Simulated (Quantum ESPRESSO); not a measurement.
# Au (P-1) in Quantum ESPRESSO: single point with PBEsol

Aim: the single point of Au with PBEsol.

Everything below comes from runs of Quantum ESPRESSO 7.5. Logs are shortened: lines on timing, memory, paths and dates and some standing lists are left out, and cuts for length are marked.

### Step 1. The crystal as given

The typed cell holds 2 atoms: a = 2.815 Å, b = 2.820 Å, c = 5.191 Å, α = 103.14°, β = 102.66°, γ = 90.26°.

This isn't the form of Au at room conditions, which is fcc.

### Step 2. Single point, PBEsol

run.py reads:

```python
import numpy as np
from ase.calculators.espresso import Espresso, EspressoProfile
from ase.io import read

atoms = read('Au.cif')

input_data = {
    'control': {'calculation': 'scf', 'prefix': 'pwscf', 'outdir': './tmp', 'tprnfor': True, 'tstress': True, 'disk_io': 'nowf'},
    'system': {'ecutwfc': 45.0, 'ecutrho': 360.0, 'nbnd': 18, 'occupations': 'smearing', 'smearing': 'fd', 'degauss': 0.00367493},
    'electrons': {'conv_thr': 4e-10, 'electron_maxstep': 120, 'mixing_beta': 0.5},
}
pseudopotentials = {'Au': 'au_pbesol_v1.uspp.F.UPF'}
profile = EspressoProfile(command='mpirun -n 2 pw.x -nk 2', pseudo_dir='pseudo')
dft = Espresso(profile=profile, input_data=input_data, pseudopotentials=pseudopotentials, kpts=(10, 10, 6), koffset=(0, 0, 0))
atoms.calc = dft

print(f'energy {atoms.get_potential_energy():.8f} eV')
print('forces (eV/A)')
print(np.round(atoms.get_forces(), 6))
print('stress (eV/A^3, Voigt)')
print(np.round(atoms.get_stress(), 8))
print(f'Fermi level {dft.get_fermi_level():.4f} eV')
```

Au.cif reads:

```cif
data_Au
_cell_length_a 2.81548906
_cell_length_b 2.82020935
_cell_length_c 5.19094507
_cell_angle_alpha 103.14121738
_cell_angle_beta 102.66246225
_cell_angle_gamma 90.26320362
_space_group_name_H-M_alt 'P1'
_space_group_name_Hall 'P 1'
_space_group_IT_number 1
loop_
_space_group_symop_operation_xyz
'x,y,z'
loop_
_atom_site_label
_atom_site_type_symbol
_atom_site_symmetry_multiplicity
_atom_site_Wyckoff_symbol
_atom_site_fract_x
_atom_site_fract_y
_atom_site_fract_z
_atom_site_occupancy
Au1 Au 1 a 0.6728620000 0.6659620000 0.2740550000 1
Au2 Au 1 a 0.3271380000 0.3340380000 0.7259450000 1
```

Potentials or basis: GBRV 1.5 PBEsol.

Command:

```console
> OMP_NUM_THREADS=1 python run.py
```

The program printed:

```text
energy -3122.15569091 eV
forces (eV/A)
[[ 0.023203  0.020717  0.131045]
 [-0.023203 -0.020717 -0.131045]]
stress (eV/A^3, Voigt)
[ 0.05515924  0.05669899  0.04299916 -0.00292525 -0.00384983 -0.00144243]
Fermi level 12.3353 eV
```

espresso.pwi:

```text
&CONTROL
   calculation      = 'scf'
   tstress          = .true.
   tprnfor          = .true.
   outdir           = './tmp'
   prefix           = 'pwscf'
   disk_io          = 'nowf'
   pseudo_dir       = 'pseudo'
/
&SYSTEM
   nbnd             = 18
   ecutwfc          = 45.0
   ecutrho          = 360.0
   occupations      = 'smearing'
   degauss          = 0.00367493
   smearing         = 'fd'
   ntyp             = 1
   nat              = 2
   ibrav            = 0
/
&ELECTRONS
   electron_maxstep = 120
   conv_thr         = 4e-10
   mixing_beta      = 0.5
/
&IONS
/
&CELL
/
&FCP
/
&RISM
/
ATOMIC_SPECIES
Au 196.966569 au_pbesol_v1.uspp.F.UPF

K_POINTS automatic
10 10 6  0 0 0

CELL_PARAMETERS angstrom
2.81548906000000 0.00000000000000 0.00000000000000
-0.01295534689759 2.82017959300719 0.00000000000000
-1.13789164446075 -1.18541096013475 4.92401403133826

ATOMIC_POSITIONS angstrom
Au 1.5739629365 1.5532646414 1.3494506654  
Au 0.0906791321 0.0815039914 3.5745633660
```

espresso.pwo:

```text
This program is part of the open-source Quantum ESPRESSO suite
     for quantum simulation of materials; please cite
         "P. Giannozzi et al., J. Phys.:Condens. Matter 21 395502 (2009);
         "P. Giannozzi et al., J. Phys.:Condens. Matter 29 465901 (2017);
         "P. Giannozzi et al., J. Chem. Phys. 152 154105 (2020);
     in publications or presentations arising from this work. More details at

Warning: card &CELL ignored
Warning: card &FCP ignored
Warning: card &RISM ignored

     Message from routine setup:
     using ibrav=0 with symmetry is DISCOURAGED, use correct ibrav instead

     K-points division:     npool     =       2
     Subspace diagonalization in iterative solution of the eigenvalue problem:
     a serial algorithm will be used

     G-vector sticks info
     --------------------
     sticks:   dense  smooth     PW     G-vecs:    dense   smooth      PW
     Sum         805     405    137                30393    10735    2087

     Using Slab Decomposition

     bravais-lattice index     =            0
     lattice parameter (alat)  =       5.3205  a.u.
     unit-cell volume          =     263.8436 (a.u.)^3
     number of atoms/cell      =            2
     number of atomic types    =            1
     number of electrons       =        22.00
     number of Kohn-Sham states=           18
     kinetic-energy cutoff     =      45.0000  Ry
     charge density cutoff     =     360.0000  Ry
     scf convergence threshold =      4.0E-10
     mixing beta               =       0.5000
     number of iterations used =            8  plain     mixing
     Exchange-correlation= SLA  PW   PSX  PSC
                           (   1   4  10   8   0   0   0)

     celldm(1)=   5.320503  celldm(2)=   0.000000  celldm(3)=   0.000000
     celldm(4)=   0.000000  celldm(5)=   0.000000  celldm(6)=   0.000000

     crystal axes: (cart. coord. in units of alat)
               a(1) = (   1.000000   0.000000   0.000000 )
               a(2) = (  -0.004601   1.001666   0.000000 )
               a(3) = (  -0.404154  -0.421032   1.748902 )

     reciprocal axes: (cart. coord. in units 2 pi/alat)
               b(1) = (  1.000000  0.004594  0.232196 )
               b(2) = ( -0.000000  0.998337  0.240340 )
               b(3) = (  0.000000 -0.000000  0.571787 )

     PseudoPot. # 1 for Au read from file:
     au_pbesol_v1.uspp.F.UPF
     Pseudo is Ultrasoft + core correction, Zval = 11.0
     Generated by new atomic code, or converted to UPF format
     Using radial grid of  985 points,  7 beta functions with:
                l(1) =   0
                l(2) =   0
                l(3) =   1
                l(4) =   1
                l(5) =   2
                l(6) =   2
                l(7) =   3
     Q(r) pseudized with  6 coefficients,  rinner =    1.900   1.900   1.900
                                                       1.900   1.900   1.900
                                                       1.900

     atomic species   valence    mass     pseudopotential
     Au               11.00   196.96657     Au( 1.00)

      2 Sym. Ops., with inversion, found

   Cartesian axes

     site n.     atom                  positions (alat units)
         1        Au     tau(   1) = (   0.5590371   0.5516856   0.4792953  )
         2        Au     tau(   2) = (   0.0322072   0.0289484   1.2696066  )

     number of k points=   304  Fermi-Dirac smearing, width (Ry)=  0.0037

     Number of k-points >= 100: set verbosity='high' to print them.

     Dense  grid:    30393 G-vectors     FFT dimensions: (  36,  36,  60)

     Smooth grid:    10735 G-vectors     FFT dimensions: (  24,  24,  45)

     Initial potential from superposition of free atoms

     starting charge      21.9998, renormalised to      22.0000
     Starting wfcs are   18 randomized atomic wfcs

     Self-consistent Calculation

     iteration #  1     ecut=    45.00 Ry     beta= 0.50
     Davidson diagonalization with overlap
     ethr =  1.00E-02,  avg # of iterations =  6.2

     Threshold (ethr) on eigenvalues was too large:
     Diagonalizing with lowered threshold

     Davidson diagonalization with overlap
     ethr =  7.14E-04,  avg # of iterations =  1.2

     total energy              =    -229.42707823 Ry
     estimated scf accuracy    <       0.15915233 Ry

     iteration #  2     ecut=    45.00 Ry     beta= 0.50
     Davidson diagonalization with overlap
     ethr =  7.23E-04,  avg # of iterations =  2.1

     total energy              =    -229.47126799 Ry
     estimated scf accuracy    <       0.01741363 Ry

     iteration #  3     ecut=    45.00 Ry     beta= 0.50
     Davidson diagonalization with overlap
     ethr =  7.92E-05,  avg # of iterations =  2.5

     total energy              =    -229.47409664 Ry
     estimated scf accuracy    <       0.00073323 Ry

     iteration #  4     ecut=    45.00 Ry     beta= 0.50
     Davidson diagonalization with overlap
     ethr =  3.33E-06,  avg # of iterations =  5.9

     total energy              =    -229.47421816 Ry
     estimated scf accuracy    <       0.00017058 Ry

     iteration #  5     ecut=    45.00 Ry     beta= 0.50
     Davidson diagonalization with overlap
     ethr =  7.75E-07,  avg # of iterations =  1.4

     total energy              =    -229.47422337 Ry
     estimated scf accuracy    <       0.00001047 Ry

     iteration #  6     ecut=    45.00 Ry     beta= 0.50
     Davidson diagonalization with overlap
     ethr =  4.76E-08,  avg # of iterations =  3.3

     total energy              =    -229.47423063 Ry
     estimated scf accuracy    <       0.00000675 Ry

     iteration #  7     ecut=    45.00 Ry     beta= 0.50
     Davidson diagonalization with overlap
     ethr =  3.07E-08,  avg # of iterations =  1.5

     total energy              =    -229.47423034 Ry
     estimated scf accuracy    <       0.00000149 Ry

     iteration #  8     ecut=    45.00 Ry     beta= 0.50
     Davidson diagonalization with overlap
     ethr =  6.76E-09,  avg # of iterations =  2.0

     total energy              =    -229.47423079 Ry
     estimated scf accuracy    <       0.00000003 Ry

     iteration #  9     ecut=    45.00 Ry     beta= 0.50
     Davidson diagonalization with overlap
     ethr =  1.34E-10,  avg # of iterations =  4.2

     total energy              =    -229.47423081 Ry
     estimated scf accuracy    <          2.7E-09 Ry

     iteration # 10     ecut=    45.00 Ry     beta= 0.50
     Davidson diagonalization with overlap
     ethr =  1.22E-11,  avg # of iterations =  2.4

     total energy              =    -229.47423081 Ry
     estimated scf accuracy    <          8.7E-10 Ry

     iteration # 11     ecut=    45.00 Ry     beta= 0.50
     Davidson diagonalization with overlap
     ethr =  3.94E-12,  avg # of iterations =  2.0

     End of self-consistent calculation

     Number of k-points >= 100: set verbosity='high' to print the bands.

     the Fermi energy is    12.3353 ev

!    total energy              =    -229.47423081 Ry
     estimated scf accuracy    <          6.7E-11 Ry
     smearing contrib. (-TS)   =      -0.00026666 Ry
     internal energy E=F+TS    =    -229.47396414 Ry

     The total energy is F=E-TS. E is the sum of the following terms:
     one-electron contribution =       8.49358753 Ry
     hartree contribution      =      21.16112285 Ry
     xc contribution           =    -123.81593449 Ry
     ewald contribution        =    -135.31274003 Ry

     convergence has been achieved in  11 iterations

     Forces acting on atoms (cartesian axes, Ry/au):

     atom    1 type  1   force =     0.00090247    0.00080577    0.00509682
     atom    2 type  1   force =    -0.00090247   -0.00080577   -0.00509682

     Total force =     0.007408     Total SCF correction =     0.000035

     Computing stress (Cartesian axis) and pressure

          total   stress  (Ry/bohr**3)                   (kbar)     P=      -82.70
  -0.00060076   0.00001571   0.00004193          -88.38        2.31        6.17
   0.00001571  -0.00061753   0.00003186            2.31      -90.84        4.69
   0.00004193   0.00003186  -0.00046832            6.17        4.69      -68.89

=------------------------------------------------------------------------------=
   JOB DONE.
=------------------------------------------------------------------------------=
```

Wall time 80 s (2 MPI ranks of Arm Neoverse V1, shared host); peak memory 0.4 GiB.

What came out:

```
Free energy            : -3122.1560 eV
Pressure               : -8.3 GPa
Largest force          : 0.135 eV/Å
Band gap on the k mesh : none (metal or under the smearing width)
```

Forces in eV/Å, atoms in the order of the input:
```
Au   0.023  0.021  0.131
Au  -0.023 -0.021 -0.131
```

Stress tensor (GPa, compression positive):
```
-8.84  0.23  0.62
 0.23 -9.08  0.47
 0.62  0.47 -6.89
```

Spin-orbit coupling is left out, which matters for the levels of Au.

### Step 3. The reference run

An earlier run on the cell as given: functional PBEsol; potentials or basis GBRV 1.5 PBEsol; cutoff 612 eV; density cutoff 4898 eV; k mesh 10 × 10 × 6; occupations fermi-dirac, width 0.05 eV; no spin polarisation.

* Pressure: -8.3 GPa
* Largest force: 0.135 eV/Å
* Band gap on the k mesh: none (metal or under the smearing width)
